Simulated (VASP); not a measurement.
# Si (Fd-3m) in VASP: further runs, part 2 of 2

VASP 6.6.1. The steps go on from the part before.

### Step 3. G0W0 quasiparticle levels, PBE

POSCAR

```
Si
1.0
    0.0000000000      2.7218511865      2.7218511865
    2.7218511865      0.0000000000      2.7218511865
    2.7218511865      2.7218511865      0.0000000000
Si
2
Direct
    0.5000000000      0.5000000000      0.5000000000
    0.7500000000      0.7500000000      0.7500000000
```

INCAR.step1

```
PREC = Accurate
ENCUT = 450
EDIFF = 1E-8
ISMEAR = 0
SIGMA = 0.01
LREAL = False
LASPH = True
NELM = 60
ALGO = Normal
LWAVE = True
LCHARG = False
GGA = PE
```

INCAR.step2

```
PREC = Accurate
ENCUT = 450
EDIFF = 1E-8
ISMEAR = 0
SIGMA = 0.01
LREAL = False
LASPH = True
NELM = 1
ALGO = Exact
LWAVE = True
LCHARG = False
GGA = PE
NBANDS = 245
LOPTICS = True
ISTART = 1
```

INCAR.step3

```
PREC = Accurate
ENCUT = 450
EDIFF = 1E-8
ISMEAR = 0
SIGMA = 0.01
LREAL = False
LASPH = True
ALGO = EVGW0
LWAVE = False
LCHARG = False
GGA = PE
NELMGW = 1
NBANDS = 245
ENCUTGW = 260
NOMEGA = 48
PRECFOCK = Fast
ISTART = 1
NBANDSGW = 12
```

KPOINTS

```
regular mesh
0
Gamma
  5 5 5
```

Potentials or basis: VASP PAW PBE potentials, release 64 (Si_GW).

Command:

```console
$ cat potpaw_PBE.64/Si_GW/POTCAR > POTCAR
$ cp INCAR.step1 INCAR
$ mpirun -np 1 vasp_std > vasp.out
$ cp INCAR.step2 INCAR
$ mpirun -np 1 vasp_std > vasp.out
$ cp INCAR.step3 INCAR
$ mpirun -np 1 vasp_std > vasp.out
```

OUTCAR:

```text
PREC = Accurate
   ENCUT = 450
   EDIFF = 1E-8
   ISMEAR = 0
   LREAL = False
   LASPH = True
   GGA = PE
   NELMGW = 1
   ENCUTGW = 260
   PRECFOCK = Fast
   ISTART = 1

 Found     10 irreducible k-points:

 Following reciprocal coordinates:
            Coordinates               Weight
  0.000000  0.000000  0.000000      1.000000
  0.200000  0.000000  0.000000      8.000000
  0.400000  0.000000  0.000000      8.000000
  0.200000  0.200000  0.000000      6.000000
  0.400000  0.200000  0.000000     24.000000
 -0.400000  0.200000  0.000000     24.000000
   k-points           NKPTS =     10   k-points in BZ     NKDIM =    125   number of bands    NBANDS=    245
   number of dos      NEDOS =    301   number of ions     NIONS =      2
   total plane-waves  NPLWV =  21952
   dimension x,y,z NGX =    28 NGY =   28 NGZ =   28
   dimension x,y,z NGXF=    56 NGYF=   56 NGZF=   56
   ions per type =               2
   NGX,Y,Z   is equivalent  to a cutoff of  12.09, 12.09, 12.09 a.u.
   NGXF,Y,Z  is equivalent  to a cutoff of  24.19, 24.19, 24.19 a.u.
 SYSTEM =  unknown system
   PREC   = accura    normal or accurate (medium, high low for compatibility)
   ISTART =      1    job   : 0-new  1-cont  2-samecut
   ICHARG =      0    charge: 1-file 2-atom 10-const
   ISPIN  =      1    spin polarized calculation?
   LNONCOLLINEAR =      F non collinear calculations
   LSORBIT =      F    spin-orbit coupling
   LASPH  =      T    aspherical Exc in radial PAW
   ENCUT  =  450.0 eV  33.07 Ry    5.75 a.u.   6.66  6.66  6.66*2*pi/ulx,y,z
   NELM   =     60;   NELMIN=  2; NELMDL=  0     # of ELM steps
   EDIFF  = 0.1E-07   stopping-criterion for ELM
   LREAL  =      F    real-space projection
   EDIFFG = 0.1E-06   stopping-criterion for IOM
   NSW    =      0    number of steps for IOM
   IBRION =     -1    ionic relax: 0-MD 1-quasi-New 2-CG
[... 15 lines left out ...]
     AMIX_MAG =   1.60;   BMIX_MAG =  1.00
  volume/ion in A,a.u.               =      20.16       136.08
  Fermi-wavevector in a.u.,A,eV,Ry     =   0.954766  1.804247 12.402783  0.911579
  Thomas-Fermi vector in A             =   2.083543
   LORBIT       =      0    0 simple, 1 ext, 2 COOP (PROOUT), +10 PAW based schemes
   GGA     = PE    functional components
   LHFCALC =     T    Hartree Fock is set to
   PRECFOCK=fast      Normal, Fast or Accurate (Low or Medium for compatibility)
   ENCUT4O =  -1.0   cutoff for four orbital integrals eV
   NKREDX  =     1    reduce k-point grid by
   NKREDY  =     1    reduce k-point grid by
   NKREDZ  =     1    reduce k-point grid by
   AEXX    =    1.0000 exact exchange contribution
   HFSCREEN=    0.0000 screening length (either q_TF or 0.3 A-1)
   HFSCREENC=   0.0000 screening length for correlation (either q_TF or 0.3 A-1)
   ENCUTFOCK=  -1.0 apply spherical cutoff to Coloumb kernel
   IVDW    =     0    specifies the selected vdW correction
   LEPSILON=     F    determine dielectric tensor
   LRPA    =     F    only Hartree local field effects (RPA)
   LRPAFORCE           =     F    calculate RPA forces
   ENCUTGW             = 260.0    cutoff for response function in eV
   ENCUTGWSOFT         = 208.0    soft cutoff for Coulomb kernel in GW response function in eV
   ENCUTLF             =  -1.0    cutoff for local field effects
   NELMGW              =     1    number of iterations in solving QP/BSE equation
   NELMHF              =     1    number of iterations in the inner HF iteration
   NKREDLFX            =     1    NKREDLFY  =   1   NKREDLFZ  =   1
 non-spin polarized calculation
 Gauss-broadening in eV      SIGMA  =   0.01
  energy-cutoff  :      450.00
  volume of cell :       40.33
 maximum number of plane-waves:       893
  NGX = 16; NGY = 16; NGZ = 16
   NGX = 13   NGY = 13   NGZ = 13
 maximum number of plane-waves:       392

 QP shifts <psi_nk| G(iteration)W_0 |psi_nk>: iteration 1
 for sc-GW calculations column KS-energies equals QP-energies in previous step
 and V_xc(KS)=  KS-energies - (<T + V_ion + V_H > + <T+V_H+V_ion>^1  + <V_x>^1)

 k-point   1 :       0.0000    0.0000    0.0000
  band No.  KS-energies  QP-energies   sigma(KS)   V_xc(KS)     V^pw_x(r,r')   Z            occupation Imag(sigma)

      1      -6.5051      -7.0495     -11.2741     -10.4429     -17.4813       0.6550       2.0000       0.8437
      2       5.4113       4.7845     -12.2231     -11.3933     -12.8123       0.7554       2.0000      -0.1766
      3       5.4113       4.7845     -12.2231     -11.3933     -12.8123       0.7554       2.0000      -0.1766
      4       5.4113       4.7845     -12.2231     -11.3933     -12.8123       0.7554       2.0000      -0.1766
      5       7.9631       8.0197     -10.0146     -10.0898      -5.6616       0.7522       0.0000      -0.2424
      6       7.9631       8.0197     -10.0146     -10.0898      -5.6616       0.7522       0.0000      -0.2424
      7       7.9631       8.0197     -10.0146     -10.0898      -5.6616       0.7522       0.0000      -0.2424
      8       8.6901       8.8374     -10.8546     -11.0526      -6.0089       0.7439       0.0000      -0.2631
      9      13.1235      13.2353      -9.8380      -9.9891      -4.2012       0.7401       0.0000      -0.3700
     10      13.1235      13.2353      -9.8380      -9.9891      -4.2012       0.7401       0.0000      -0.3700
     11      13.3382      13.0655      -8.0997      -7.7438      -2.6426       0.7662       0.0000      -0.3845
     12      16.6284      16.4916      -8.5154      -8.3312      -2.2597       0.7422       0.0000      -0.6951
[... 68 lines left out ...]
      1      -3.8035      -4.3949     -11.7078     -10.8485     -16.6882       0.6883       2.0000       0.4617
      2      -1.2682      -1.8768     -11.3855     -10.5116     -15.0717       0.6964       2.0000       0.1248
      3       1.9948       1.3491     -11.2435     -10.3540     -13.0685       0.7259       2.0000      -0.1156
      4       3.7055       3.0531     -11.8008     -10.9212     -13.0266       0.7417       2.0000      -0.1677
      5       7.4618       7.4533      -9.4648      -9.4536      -5.1859       0.7601       0.0000      -0.2250
      6       9.9934       9.9899     -10.1878     -10.1831      -5.2565       0.7436       0.0000      -0.2748
      7      10.1986      10.2537      -9.8787      -9.9534      -4.7440       0.7381       0.0000      -0.2869
      8      12.9501      12.9391      -9.9735      -9.9584      -4.0201       0.7288       0.0000      -0.4252
      9      13.7503      13.7211     -10.0228      -9.9828      -3.8148       0.7284       0.0000      -0.4857
     10      13.8303      13.8331      -9.9281      -9.9319      -3.9137       0.7339       0.0000      -0.4788
     11      16.9818      16.8104      -8.6887      -8.4601      -2.5322       0.7495       0.0000      -0.6121
     12      19.4083      19.4173     -10.3948     -10.4072      -3.1506       0.7241       0.0000      -1.0026

 [... further k-points ...]
```

OUTCAR.step1:

```text
PREC = Accurate
   ENCUT = 450
   EDIFF = 1E-8
   ISMEAR = 0
   LREAL = False
[... 177 lines left out ...]
      2.72185      2.72185      2.72185         0.000000      0.000000      0.000000
      4.08278      4.08278      4.08278        -0.000000     -0.000000     -0.000000
 -----------------------------------------------------------------------------------
    total drift:                                0.000000      0.000000     -0.000000

  FREE ENERGIE OF THE ION-ELECTRON SYSTEM (eV)
  ---------------------------------------------------
  free  energy   TOTEN  =       -10.7783905680 eV

  energy  without entropy=      -10.7783905680  energy(sigma->0) =      -10.77839057
```

Wall time 14 min (1 thread of AMD EPYC 7R13 (Zen 3), shared host); peak memory 0.83 GiB.

These settings aren't checked as converged: the numbers below hold their error.

What came out:

| Item | Value |
| --- | --- |
| Band gap on the k mesh, mean-field level | 0.59 eV, indirect (least direct gap 2.55 eV) |
| Quasiparticle gap | 1.14 eV |
| Least direct quasiparticle gap | 3.24 eV |

Caveat: bands, screening cutoff and mesh are small and nothing is extrapolated, so the quasiparticle values aren't converged; an odd mesh through Γ misses points on the zone boundary, where band edges often lie.

### Step 4. G0W0 quasiparticle levels, PBE

POSCAR is that of step 3.

INCAR.step1 is that of step 3.

Changes to INCAR.step2 since step 3:

```diff
@@ -12,3 +12,3 @@
 GGA = PE
-NBANDS = 245
+NBANDS = 28
 LOPTICS = True
```

Changes to INCAR.step3 since step 3:

```diff
@@ -12,4 +12,4 @@
 NELMGW = 1
-NBANDS = 245
-ENCUTGW = 260
+NBANDS = 28
+ENCUTGW = 50
 NOMEGA = 48
```

KPOINTS

```
regular mesh
0
Gamma
  3 3 3
```

Potentials or basis: VASP PAW PBE potentials, release 64 (Si_GW).

Command:

```console
$ cat potpaw_PBE.64/Si_GW/POTCAR > POTCAR
$ cp INCAR.step1 INCAR
$ mpirun -np 1 vasp_std > vasp.out
$ cp INCAR.step2 INCAR
$ mpirun -np 1 vasp_std > vasp.out
$ cp INCAR.step3 INCAR
$ mpirun -np 1 vasp_std > vasp.out
```

OUTCAR:

```text
PREC = Accurate
   ENCUT = 450
   EDIFF = 1E-8
   ISMEAR = 0
   LREAL = False
   LASPH = True
   GGA = PE
   NELMGW = 1
   ENCUTGW = 50
   PRECFOCK = Fast
   ISTART = 1

 Found      4 irreducible k-points:

 Following reciprocal coordinates:
            Coordinates               Weight
  0.000000  0.000000  0.000000      1.000000
  0.333333  0.000000  0.000000      8.000000
  0.333333  0.333333  0.000000      6.000000
 -0.333333  0.333333  0.000000     12.000000
   k-points           NKPTS =      4   k-points in BZ     NKDIM =     27   number of bands    NBANDS=     28
   number of dos      NEDOS =    301   number of ions     NIONS =      2
   total plane-waves  NPLWV =  21952
   dimension x,y,z NGX =    28 NGY =   28 NGZ =   28
   dimension x,y,z NGXF=    56 NGYF=   56 NGZF=   56
   ions per type =               2
   NGX,Y,Z   is equivalent  to a cutoff of  12.09, 12.09, 12.09 a.u.
   NGXF,Y,Z  is equivalent  to a cutoff of  24.19, 24.19, 24.19 a.u.
[... 55 lines left out ...]
   NKREDLFX            =     1    NKREDLFY  =   1   NKREDLFZ  =   1
 non-spin polarized calculation
 Gauss-broadening in eV      SIGMA  =   0.01
  energy-cutoff  :      450.00
  volume of cell :       40.33
 maximum number of plane-waves:       893
 NGX is ok and might be reduce to    28
  NGX = 16; NGY = 16; NGZ = 16
   NGX = 13   NGY = 13   NGZ = 13
 maximum number of plane-waves:        34
 NGX is ok and might be reduce to    10

 QP shifts <psi_nk| G(iteration)W_0 |psi_nk>: iteration 1
 for sc-GW calculations column KS-energies equals QP-energies in previous step
 and V_xc(KS)=  KS-energies - (<T + V_ion + V_H > + <T+V_H+V_ion>^1  + <V_x>^1)

 k-point   1 :       0.0000    0.0000    0.0000
  band No.  KS-energies  QP-energies   sigma(KS)   V_xc(KS)     V^pw_x(r,r')   Z            occupation Imag(sigma)

      1      -6.4325      -6.6200     -10.6796     -10.4342     -17.4248       0.7640       2.0000       1.3827
      2       5.5010       5.5909     -11.3053     -11.4221     -13.4294       0.7700       2.0000       0.0454
      3       5.5010       5.5909     -11.3053     -11.4221     -13.4294       0.7700       2.0000       0.0454
      4       5.5010       5.5909     -11.3053     -11.4221     -13.4294       0.7700       2.0000       0.0454
      5       8.0158       8.6125      -9.2990     -10.0709      -5.3656       0.7730       0.0000      -0.1341
      6       8.0158       8.6125      -9.2990     -10.0709      -5.3656       0.7730       0.0000      -0.1341
      7       8.0158       8.6125      -9.2990     -10.0709      -5.3656       0.7730       0.0000      -0.1341
      8       8.7867       9.6222      -9.9464     -11.0339      -5.5737       0.7683       0.0000      -0.1593
      9      13.1689      14.0112      -8.8787      -9.9879      -4.1513       0.7594       0.0000      -0.2753
     10      13.1689      14.0112      -8.8787      -9.9879      -4.1513       0.7594       0.0000      -0.2753
     11      13.4319      13.5520      -7.4624      -7.6090      -2.4805       0.8195       0.0000      -0.3926
     12      16.6688      16.9800      -7.8459      -8.2483      -2.1676       0.7733       0.0000      -0.6690
[... 36 lines left out ...]
      1      -3.1838      -3.2432     -10.9846     -10.9016     -16.4741       0.7157       2.0000       0.7094
      2      -1.2644      -1.3323     -10.9804     -10.8864     -15.5005       0.7222       2.0000       0.4271
      3       1.0888       0.8925     -10.1071      -9.8453     -12.9795       0.7498       2.0000       0.1739
      4       3.3836       3.3388     -10.8754     -10.8165     -13.4271       0.7595       2.0000       0.0768
      5       7.0350       7.4480      -8.6149      -9.1442      -4.7336       0.7803       0.0000      -0.1082
      6      11.2761      11.8019      -9.0230      -9.7014      -4.5675       0.7750       0.0000      -0.2636
      7      11.9137      12.6493      -9.2788     -10.2516      -4.3400       0.7562       0.0000      -0.3424
      8      12.5261      13.2845      -9.5146     -10.5050      -4.6738       0.7658       0.0000      -0.3422
      9      12.8638      13.5747      -9.3140     -10.2605      -4.1378       0.7511       0.0000      -0.3759
     10      13.1278      13.7900      -8.9032      -9.7484      -4.1666       0.7834       0.0000      -0.3677
     11      19.8065      20.2923      -8.0224      -8.6604      -2.3238       0.7614       0.0000      -0.7710
     12      20.3688      20.7250      -7.7108      -8.1740      -2.0224       0.7691       0.0000      -0.8300
```

It took 23 s on 1 thread of AMD EPYC 7R13 (Zen 3), shared host; peak memory 0.21 GiB.

The run converged, but some of its settings lie outside the range that counts as converged, so its numbers aren't taken as properties of the crystal.

Results:

| Quantity | Value |
| --- | --- |
| Band gap on the k mesh, mean-field level | 0.70 eV, indirect (least direct gap 2.51 eV) |
| Quasiparticle gap | 0.99 eV |
| Least direct quasiparticle gap | 3.02 eV |

Caveat: the k mesh is coarse (spacing up to 0.67 Å⁻¹), so the values aren't converged; bands, screening cutoff and mesh are small and nothing is extrapolated, so the quasiparticle values aren't converged; an odd mesh through Γ misses points on the zone boundary, where band edges often lie.

### Step 5. G0W0 quasiparticle levels, PBE

POSCAR is that of step 4.

INCAR.step1 is that of step 4.

Changes to INCAR.step2 since step 4:

```diff
@@ -12,3 +12,3 @@
 GGA = PE
-NBANDS = 28
+NBANDS = 16
 LOPTICS = True
```

Changes to INCAR.step3 since step 4:

```diff
@@ -12,4 +12,4 @@
 NELMGW = 1
-NBANDS = 28
-ENCUTGW = 50
+NBANDS = 16
+ENCUTGW = 150
 NOMEGA = 48
```

KPOINTS is that of step 4.

Potentials or basis: VASP PAW PBE potentials, release 64 (Si_GW).

Command:

```console
$ cat potpaw_PBE.64/Si_GW/POTCAR > POTCAR
$ cp INCAR.step1 INCAR
$ mpirun -np 1 vasp_std > vasp.out
$ cp INCAR.step2 INCAR
$ mpirun -np 1 vasp_std > vasp.out
$ cp INCAR.step3 INCAR
$ mpirun -np 1 vasp_std > vasp.out
```

OUTCAR:

```text
PREC = Accurate
   ENCUT = 450
   EDIFF = 1E-8
   ISMEAR = 0
   LREAL = False
   LASPH = True
   GGA = PE
   NELMGW = 1
   ENCUTGW = 150
   PRECFOCK = Fast
   ISTART = 1

 Found      4 irreducible k-points:

 Following reciprocal coordinates:
            Coordinates               Weight
  0.000000  0.000000  0.000000      1.000000
  0.333333  0.000000  0.000000      8.000000
  0.333333  0.333333  0.000000      6.000000
 -0.333333  0.333333  0.000000     12.000000
   k-points           NKPTS =      4   k-points in BZ     NKDIM =     27   number of bands    NBANDS=     16
   number of dos      NEDOS =    301   number of ions     NIONS =      2
   total plane-waves  NPLWV =  21952
   dimension x,y,z NGX =    28 NGY =   28 NGZ =   28
   dimension x,y,z NGXF=    56 NGYF=   56 NGZF=   56
   ions per type =               2
   NGX,Y,Z   is equivalent  to a cutoff of  12.09, 12.09, 12.09 a.u.
   NGXF,Y,Z  is equivalent  to a cutoff of  24.19, 24.19, 24.19 a.u.
 SYSTEM =  unknown system
   PREC   = accura    normal or accurate (medium, high low for compatibility)
   ISTART =      1    job   : 0-new  1-cont  2-samecut
   ICHARG =      0    charge: 1-file 2-atom 10-const
[... 54 lines left out ...]
  energy-cutoff  :      450.00
  volume of cell :       40.33
 maximum number of plane-waves:       893
 NGX is ok and might be reduce to    28
  NGX = 16; NGY = 16; NGZ = 16
   NGX = 13   NGY = 13   NGZ = 13
 maximum number of plane-waves:       172

 QP shifts <psi_nk| G(iteration)W_0 |psi_nk>: iteration 1
 for sc-GW calculations column KS-energies equals QP-energies in previous step
 and V_xc(KS)=  KS-energies - (<T + V_ion + V_H > + <T+V_H+V_ion>^1  + <V_x>^1)

 k-point   1 :       0.0000    0.0000    0.0000
  band No.  KS-energies  QP-energies   sigma(KS)   V_xc(KS)     V^pw_x(r,r')   Z            occupation Imag(sigma)

      1      -6.4325      -6.4093     -10.4034     -10.4342     -17.4248       0.7551       2.0000       1.4766
      2       5.5010       5.8821     -10.9176     -11.4221     -13.4294       0.7555       2.0000       0.0560
      3       5.5010       5.8821     -10.9176     -11.4221     -13.4294       0.7555       2.0000       0.0560
      4       5.5010       5.8821     -10.9176     -11.4221     -13.4294       0.7555       2.0000       0.0560
      5       8.0158       8.9864      -8.8015     -10.0709      -5.3656       0.7646       0.0000      -0.1055
      6       8.0158       8.9864      -8.8015     -10.0709      -5.3656       0.7646       0.0000      -0.1055
      7       8.0158       8.9864      -8.8015     -10.0709      -5.3656       0.7646       0.0000      -0.1055
      8       8.7867       9.9470      -9.5030     -11.0339      -5.5737       0.7580       0.0000      -0.1652
      9      13.1689      14.5002      -8.2413      -9.9879      -4.1513       0.7623       0.0000      -0.2216
     10      13.1689      14.5002      -8.2413      -9.9879      -4.1513       0.7623       0.0000      -0.2216
     11      13.4319      14.0628      -6.8454      -7.6090      -2.4805       0.8262       0.0000      -0.3758
     12      16.6688      17.5709      -7.1041      -8.2483      -2.1676       0.7884       0.0000      -0.6743
[... 36 lines left out ...]
      1      -3.1838      -3.0550     -10.7178     -10.9016     -16.4741       0.7006       2.0000       0.7198
      2      -1.2644      -1.1491     -10.7235     -10.8864     -15.5005       0.7079       2.0000       0.4197
      3       1.0888       1.1420      -9.7741      -9.8453     -12.9795       0.7487       2.0000       0.1954
      4       3.3836       3.6307     -10.4857     -10.8165     -13.4271       0.7469       2.0000       0.0904
      5       7.0350       7.8101      -8.1397      -9.1442      -4.7336       0.7715       0.0000      -0.0999
      6      11.2761      12.2392      -8.4594      -9.7014      -4.5675       0.7754       0.0000      -0.2103
      7      11.9137      13.0642      -8.7250     -10.2516      -4.3400       0.7537       0.0000      -0.2824
      8      12.5261      13.7155      -8.9330     -10.5050      -4.6738       0.7567       0.0000      -0.2815
      9      12.8638      13.9852      -8.7618     -10.2605      -4.1378       0.7482       0.0000      -0.3300
     10      13.1278      14.3054      -8.2395      -9.7484      -4.1666       0.7804       0.0000      -0.2935
     11      19.8065      21.0951      -7.0111      -8.6604      -2.3238       0.7813       0.0000      -0.7859
     12      20.3688      21.6559      -6.5597      -8.1740      -2.0224       0.7974       0.0000      -0.8385
```

OUTCAR.step2:

```text
PREC = Accurate
   ENCUT = 450
   EDIFF = 1E-8
   ISMEAR = 0
   LREAL = False
[... 517 lines left out ...]
     0.00000    34.11028    34.11028    34.11028    -0.00000    -0.00000     0.00000
     0.41874    34.73431    34.73431    34.73431    -0.00000    -0.00000     0.00000
     0.83749    36.79660    36.79660    36.79660    -0.00000    -0.00000     0.00000
     1.25623    40.94915    40.94915    40.94915    -0.00000    -0.00000     0.00000
     1.67497    49.05889    49.05889    49.05889    -0.00000    -0.00000     0.00000
     2.09371    67.87611    67.87611    67.87611    -0.00000    -0.00000     0.00000
[... 92 lines left out ...]
    41.03679     0.76241     0.76241     0.76241     0.00000     0.00000    -0.00000
    41.45554     0.76728     0.76728     0.76728     0.00000     0.00000    -0.00000
```

Run time: 21 s. Hardware: 1 thread of AMD EPYC 7R13 (Zen 3), shared host; peak memory 0.21 GiB.

The run converged, but some of its settings lie outside the range that counts as converged, so its numbers aren't taken as properties of the crystal.

Results:

```yaml
Band_gap_on_the_k_mesh_mean-field_level: 0.70 eV, indirect (least direct gap 2.51 eV)
Quasiparticle_gap: 1.05 eV
Least_direct_quasiparticle_gap: 3.10 eV
```

Caveat: the k mesh is coarse (spacing up to 0.67 Å⁻¹), so the values aren't converged; bands, screening cutoff and mesh are small and nothing is extrapolated, so the quasiparticle values aren't converged; an odd mesh through Γ misses points on the zone boundary, where band edges often lie.
